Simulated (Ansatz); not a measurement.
One crystal and one scan (scan of one atom of the cell) at two levels, PBE (plane waves to 420 eV, PAW, scalar-relativistic; Ansatz, a first-principles code) and PBEsol (plane waves to 420 eV, PAW, scalar-relativistic; Ansatz), each from its own relaxed cell and on its own mesh.

The crystal is LaAlO₃ (cubic perovskite); one O atom of a 5-atom cell moves by s along Cartesian z, with its periodic images.

E stands for the smeared free energy. LaAlO3 is run without spin polarisation. LaAlO3 was relaxed with its symmetry unable to fall. This is a high-temperature form of LaAlO3. Both scans cover s from -0.380 to 0.380 Å.

| quantity | run 1 | run 2 |
|---|---|---|
| Lattice constant a (Å) | 3.812 | 3.772 |
| Energy at s = 0.380 Å (meV/cell) | 409 | 427 |
| Force along the line at s = -0.380 Å (eV/Å) | 2.307 | 2.411 |
| Force constant k = d²E/ds² at s = 0 (finite differences) (eV/Å²) | 5.24 | 5.44 |

**Question.** Which run is which level?

**Answer.** Run 1 is PBE, run 2 is PBEsol. PBE gives the higher value for: lattice constant a. PBE gives the lower value for: energy at s = 0.380 Å; force along the line at s = -0.380 Å; force constant k = d²E/ds² at s = 0. Both give the same symmetry of the curve: even: the same for both signs.

(A displaced cell: forces are minus the slopes of the energy, force constants its curvatures, and phonons follow from these.)
